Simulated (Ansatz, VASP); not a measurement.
KMgF3: VASP beside Ansatz

```
K Mg F
1.0
     3.98590    0.00000    0.00000
     0.00000    3.98590    0.00000
     0.00000    0.00000    3.98590
K Mg F
1 1 3
Direct
  0.50000 0.50000 0.50000
  0.00000 0.00000 0.00000
  0.50000 0.00000 0.00000
  0.00000 0.50000 0.00000
  0.00000 0.00000 0.50000
```

Alike in both runs: task single point; functional PBE; k mesh 6 × 6 × 6; occupations fermi-dirac, width 0.03 eV; no spin polarisation.

|  | VASP | Ansatz |
| --- | --- | --- |
| version | VASP 6.6.1 | Ansatz 0.2.0 |
| potentials or method | VASP PAW PBE potentials, release 64 (K_sv, Mg, F), cutoff 520 eV | all-electron LAPW, scalar-relativistic |

```tsv
	VASP	Ansatz	Ansatz less VASP
gap on the k mesh at the Fermi level (eV)	7.30	7.32	+0.019
pressure (GPa)	3.4	3.8	+0.42
```

Ansatz ran all-electron here, so the differences hold the error of VASP's frozen core and of both bases.

A k mesh can miss the band edges.
